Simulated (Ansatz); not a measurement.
# Li on a Br site in LiBr

Computed with DFT PBE, scalar-relativistic, plane waves, PAW (Ansatz). (420 eV cutoff, 2×2×2 k-mesh, shifted by half a step, Gaussian smearing of 0.01 eV, collinear spin in charge -1 alone)

Host crystal, relaxed:

```xyz
2
Lattice="0.0000 2.7544 2.7544 2.7544 0.0000 2.7544 2.7544 2.7544 0.0000" Properties=species:S:1:pos:R:3 pbc="T T T"
Li    0.0000    0.0000    0.0000
Br    2.7544    2.7544    2.7544
```

Supercell of 32 atoms, rows in host cell vectors: -3 1 1; 1 1 -3; 1 -3 1. Atoms relax at the host's cell, keeping the symmetry that the supercell leaves at the site. The cell is small, so energies carry finite-size errors of tenths of an eV. The host's Kohn–Sham gap is 4.91 eV. Atoms are taken from and returned to the elements' standard states. Charged cells are corrected for image charges with the computed static dielectric tensor (mean 17.6) and aligned with the host's potential at far atoms (alignment terms reach 0.53 eV; the program doubts the alignment in some charges, where it is up to 0.53 eV). No band-filling term is added, and the Fermi level counts from the host's valence band top.

Defect: Li on a Br site at (0.500, 0.500, 0.500) of the host cell.

Problem. What is the formation energy of the neutral defect?

Solution. 5.07 eV.

Problem. Does the neutral defect carry a moment, and how do its surroundings relax?

Solution. The neutral run had no spin polarisation, so a moment wasn't tested. The nearest neighbours before are 6 Li at 2.75 Å; after relaxation the atoms near the site are 6 Li at 2.90 Å; the largest move is 0.14 Å.

Problem. Charges 0, -1, -2 were computed. Which is stable where in the gap?

Solution. Among the charges computed the stable one is 0 at the valence band top and stays so across the gap. In charge -1, -2 the extra carrier would gain by moving to a band edge of the host, so it isn't bound in the gap, though by less than the errors named above. In charge -1, -2 the cell has partly filled bands: a level of the defect may be part filled, the carrier may sit in the host's bands, or levels may cross between the k points, so transitions that involve it are doubtful. Without the alignment that the program doubts, the level (0/-1) would lie at 4.78 eV, inside the gap, so these runs don't decide whether the defect changes charge there. Levels between neighbouring charges: (0/-1) 5.06 eV, (-1/-2) 5.46 eV.